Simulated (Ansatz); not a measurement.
What does this script print? It uses Ansatz 0.2.0 through its Python package.

The script, `dfpt.py`:
```python
'''Zone-centre and zone-boundary phonons of CuI by linear response.'''

from pathlib import Path
import warnings

import ansatz as az
import numpy as np

warnings.simplefilter('ignore', az.DeckWarning)

lattice = az.Lattice.of(
    [4.0229, 0.0, 0.0],
    [0.0, 4.0229, 0.0],
    [0.0, 0.0, 5.6506],
)
sites = [
    ('Cu', [0.0, 0.0, 0.0]),
    ('Cu', [0.5, 0.5, 0.0]),
    ('I', [0.0, 0.5, 0.2913]),
    ('I', [0.5, 0.0, 0.7087]),
]
structure = az.Crystal(lattice=lattice)
for symbol, position in sites:
    structure = structure.atom(symbol, position)

setup = structure.calculation()
setup = setup.functional(az.Functional.LDA).basis(470)
setup = setup.occupations('fixed')
setup = setup.kpoints(4, 4, 4)
setup = setup.phonons('dfpt', dielectric=True, lo_to_directions=[(0, 0, 1)])
outcome = setup.run(runs_dir='runs')
ph = outcome.phonons

print('Gamma modes (1/cm):', ' '.join(f'{w:.1f}' for w in ph.gamma_omega_inv_cm))
print('in meV:', ' '.join(f'{w * 0.1239842:.2f}' for w in ph.gamma_omega_inv_cm))
field = outcome.phonons_dielectric
print('eps_inf diagonal:', np.round(np.diag(field.eps_inf), 3))
for site, z in zip(outcome.lattice.sites, field.zstar_e):
    print(f'Born charge {site.symbol:2s}', np.round(np.diag(z), 3) + 0.0)
rows = (Path(outcome.output_folder) / 'results' / 'optical_modes.tsv').read_text().splitlines()
for line in rows:
    if not line.startswith('#'):
        print('  '.join(f'{float(v):.3f}' for v in line.split()[:8]))
```

```console
$ python dfpt.py
RunWarning: field response: ε∞ stands inside a basis, on 10×10×8 points; the force constants stand on the 4×4×4 k-mesh, whose period is 8.77 times the interband length at k = (0.0000, 0.0000, [...]
Gamma modes (1/cm): -18.3 -18.3 0.0 0.0 0.0 105.8 105.8 118.9 138.9 138.9 146.8 157.9
in meV: -2.27 -2.27 0.00 0.00 0.00 13.11 13.11 14.74 17.23 17.23 18.20 19.58
eps_inf diagonal: [7.557 7.557 7.243]
Born charge Cu [1.002 1.002 0.873]
Born charge Cu [1.002 1.002 0.873]
Born charge I  [-1.002 -1.002 -0.873]
Born charge I  [-1.002 -1.002 -0.873]
0.000  0.000  0.000  -18.279  2.000  0.000  0.000  0.000
0.000  0.000  0.000  105.769  2.000  2.187  0.047  0.000
0.000  0.000  0.000  118.910  1.000  0.000  0.000  -0.000
0.000  0.000  0.000  138.944  2.000  0.000  0.000  -0.000
0.000  0.000  0.000  146.829  1.000  0.000  0.000  0.000
0.000  0.000  0.000  157.944  1.000  0.830  0.000  0.000
0.000  0.000  1.000  -18.279  2.000  0.000  0.000  -0.000
0.000  0.000  1.000  105.769  2.000  2.187  0.047  -0.000
0.000  0.000  1.000  118.910  1.000  0.000  0.000  -0.000
0.000  0.000  1.000  138.944  2.000  0.000  0.000  -0.000
0.000  0.000  1.000  146.829  1.000  0.000  0.000  0.000
0.000  0.000  1.000  166.188  1.000  0.830  0.000  0.000
```
(Warnings from the package without file and line, shortened.)

Caveats:
- Total energies depend on the potentials; only differences at equal settings carry meaning. A total without «per atom» is that of the whole cell that was run.
- The cell isn't relaxed first, so the values belong to this volume.
- A negative frequency stands for an imaginary mode.
- Without a Hubbard U or exact exchange, semilocal functionals often make such 3d compounds metallic or too weakly gapped.
- The mesh doesn't settle the field response to the digits printed.
- The starting cell is as deposited in a crystallographic database; the results hold for this polymorph, which needn't be the stable one.
- The structure is taken as given; imaginary modes can come from an unrelaxed or unstable start.
- The script silences the warnings on its input, which a real study should read.
- Wall time of the script: 3.3 min on 1 thread of Arm Neoverse V2 (shared host), peak memory 1 GiB.
